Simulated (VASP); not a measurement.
Here is a VASP 6.6.1 calculation.

File INCAR:

```
SYSTEM = InP
  PREC = Accurate
  ENCUT = 600
  EDIFF = 1E-7
  ISMEAR = 0
  SIGMA = 0.03
  LREAL = .False.
  LASPH = .True.
  NELM = 80
  ALGO = Fast
  ISIF = 2
  LWAVE = .False.
  LCHARG = .False.
  GGA = PE
  IVDW = 12
  IBRION = 2
  NSW = 40
  EDIFFG = -0.01
```

Contents of KPOINTS:

```
regular mesh
0
Gamma
  8 8 8
  0 0 0
```

The input POSCAR:

```
InP                                     
1.0
    0.0000000000      2.9463792092      2.9463792092
    2.9463792092      0.0000000000      2.9463792092
    2.9463792092      2.9463792092      0.0000000000
  In              P             
     1     1
Direct
     0.0000000000000000    0.0000000000000000    0.0000000000000000
     0.2500000000000000    0.2500000000000000    0.2500000000000000
```

Potentials or basis: VASP PAW PBE potentials, release 64 (In_d, P).

Run with:

```sh
$ cat potpaw_PBE.64/In_d/POTCAR potpaw_PBE.64/P/POTCAR > POTCAR
$ mpirun -np 1 vasp_std > vasp.out
```

Question: What does it give for the dispersion energy per atom?

Answer: -0.308 eV.

Question: Predict the band gap on the k mesh.

Answer: 0.62 eV, direct.

Final structure:
```
In P
1.0
     0.00000    2.94638    2.94638
     2.94638    0.00000    2.94638
     2.94638    2.94638    0.00000
In P
1 1
Direct
  0.00000 0.00000 0.00000
  0.25000 0.25000 0.25000
```

Caveat: the relaxation stopped at its first step, so nothing moved; spin-orbit coupling is left out, which moves the levels of the heavy elements.

**Measured values to compare with.**

From a printed reference work, data compilation, for a bulk crystal of InP at 1.6 K: band gap 1.4236 eV (direct).

A measured gap of InP is 1.4236 eV (direct; 1.6 K; a printed reference work, data compilation); the calculated 0.62 eV misses it by -0.80 eV. Spin-orbit coupling on In is left out. The value is that of PBE+D3(BJ), without temperature or zero-point motion. Semilocal functionals fall short of measured gaps as a rule.
